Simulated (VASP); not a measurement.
# A VASP 6.6.1 single-point calculation on MgS

INCAR

```
IBRION = -1
GGA = PE
LWAVE = .FALSE.
ISIF = 2
NELM = 55
LASPH = .TRUE.
ISMEAR = -1
PREC = Accurate
LCHARG = .FALSE.
ENCUT = 520
LREAL = .FALSE.
EDIFF = 1E-7
SIGMA = 0.02
NSW = 0
NBANDS = 11
```

KPOINTS

```
KPOINTS created by Atomic Simulation Environment
0
Gamma
4 4 4
0 0 0
```

POSCAR

```
Mg S
 1.0000000000000000
    -0.0245800000000000    4.9161599999999996    4.9161599999999996
     4.9161599999999996   -0.0245800000000000    4.9161599999999996
     4.9161599999999996    4.9161599999999996   -0.0245800000000000
 Mg  S
   1   1
Cartesian
  0.0000000000000000  0.0000000000000000  0.0000000000000000
  4.9038699999999995  4.9038700000000004  4.9038699999999995
```

The recommended PBE PAW datasets give the neutral cell 8 valence electrons.

Command

```
mpirun -np 1 vasp_std
```

OSZICAR

```
N       E                     dE             d eps       ncg     rms          rms(c)
DAV:   1     0.334735003704E+02    0.33474E+02   -0.21797E+03   286   0.458E+02
DAV:   2     0.235189439105E+01   -0.31122E+02   -0.30121E+02   421   0.631E+01
DAV:   3    -0.459892366074E+01   -0.69508E+01   -0.68834E+01   343   0.378E+01
DAV:   4    -0.476243043523E+01   -0.16351E+00   -0.16347E+00   340   0.745E+00
DAV:   5    -0.476479653844E+01   -0.23661E-02   -0.23661E-02   370   0.962E-01    0.610E+00
DAV:   6    -0.197678971536E+01    0.27880E+01   -0.37225E+01   295   0.867E+00    0.454E+00
DAV:   7    -0.120263332926E+01    0.77416E+00   -0.31511E+00   292   0.373E+00    0.112E+00
DAV:   8    -0.118222890862E+01    0.20404E-01   -0.28613E-01   301   0.222E+00    0.113E+00
DAV:   9    -0.118855035342E+01   -0.63214E-02   -0.38023E-01   319   0.103E+00    0.701E-01
DAV:  10    -0.119440462347E+01   -0.58543E-02   -0.44508E-01   298   0.607E-01    0.650E-01
DAV:  11    -0.118656575437E+01    0.78389E-02   -0.42516E-01   289   0.561E-01    0.449E-01
DAV:  12    -0.117884510956E+01    0.77206E-02   -0.61342E-02   316   0.260E-01    0.309E-02
DAV:  13    -0.117900219480E+01   -0.15709E-03   -0.88055E-04   325   0.919E-02    0.453E-02
DAV:  14    -0.117911591630E+01   -0.11372E-03   -0.24638E-04   307   0.403E-02    0.679E-02
DAV:  15    -0.117896120448E+01    0.15471E-03   -0.16678E-03   325   0.359E-02    0.862E-03
DAV:  16    -0.117896525528E+01   -0.40508E-05   -0.11304E-04   316   0.129E-02    0.120E-02
DAV:  17    -0.117896005725E+01    0.51980E-05   -0.51213E-05   328   0.739E-03    0.146E-03
DAV:  18    -0.117896012822E+01   -0.70969E-07   -0.78993E-07   331   0.301E-03
   1 F= -.11789601E+01 E0= -.11730482E+01  d E =-.118239E-01
```

It converged. Results: gap between bands v and c on the k mesh -0.04 eV (bands overlap: a metal); least direct gap on the k mesh 0.00 eV; pressure -1.1 GPa. Band v is the last that the valence electrons fill when counted band by band, and c is the next.

Q: What is wrong with this input?

A: Cell typed in bohr. On sound settings PBE gives a gap of 2.71 eV on its mesh and a pressure of 0.3 GPa for the intended cell.
